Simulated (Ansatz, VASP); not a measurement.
## One calculation of Re, two programs

INCAR

```
SYSTEM = Re
PREC = Accurate ; ENCUT = 520
EDIFF = 1E-8 ; ISMEAR = -1
SIGMA = 0.05 ; LREAL = .False.
LASPH = .True. ; NELM = 100
ALGO = Fast ; ISIF = 2
LWAVE = .False. ; LCHARG = .False.
GGA = PE ; LEFG = .True.
NBANDS = 10
```

File KPOINTS:

```
Automatic mesh
0
Gamma
  14 14 14
  0 0 0
```

Contents of POSCAR:

```
Re
1.0
    0.0000000000      1.9945557272      1.9945557272
    1.9945557272      0.0000000000      1.9945557272
    1.9945557272      1.9945557272      0.0000000000
Re
1
Direct
    0.0000000000      0.0000000000      0.0000000000
```

Input for Ansatz:

```yaml
crystal:
  lattice:
    - [0.0, 1.9945557272, 1.9945557272]
    - [1.9945557272, 0.0, 1.9945557272]
    - [1.9945557272, 1.9945557272, 0.0]
  atoms:
    - { symbol: Re, position: [0.0, 0.0, 0.0] }
kpoints:
  mp_grid: { grid: [14, 14, 14] }
scf:
  occupations: { method: fermi_dirac, width: 0.05 }
hamiltonian:
  xc: pbe
  pseudopotentials: { kind: paw }
output:
  forces: true
  stress: true
  eigenvalues: true
  efg: { contact_densities: true }
  write_density: true
  write_potential: true
  elf: true
  volumetric_format: npy
```

Change from the starting cell: volume scaled by 1.03, PAW files.

Alike in both runs: task electric field gradients; functional PBE; k mesh 14 × 14 × 14; occupations fermi-dirac, width 0.05 eV; no spin polarisation.

```csv
,VASP,Ansatz
version,VASP 6.6.1,Ansatz 0.2.0
potentials or method,"VASP PAW PBE potentials, release 64 (Re)","PAW with Ansatz's default frozen-core files, scalar-relativistic"
plane-wave cutoff (eV),520,420
valence electrons in the cell,7,15
```

Ansatz gave:

| Item | Value |
| --- | --- |
| pressure (GPa) | -17.9 |
| Vzz of the field gradient on the site that differs most (V/Å²) | 0.0 |

Problem. What did VASP give for the same quantities?

Solution. Pressure (GPa): -18.7; Vzz of the field gradient on the site that differs most (V/Å²): 0.0.

The functional is the same, so the differences come from potentials, cutoffs and numerics. The two sets of potentials don't hold the same shells in valence. Ansatz warned: «gradients_without_spin_orbit».

Caveats: so large a pressure means that the cell lies far from this level's equilibrium, or that cutoff or potentials fall short (VASP). Spin-orbit coupling is left out, which matters for the levels of Re.
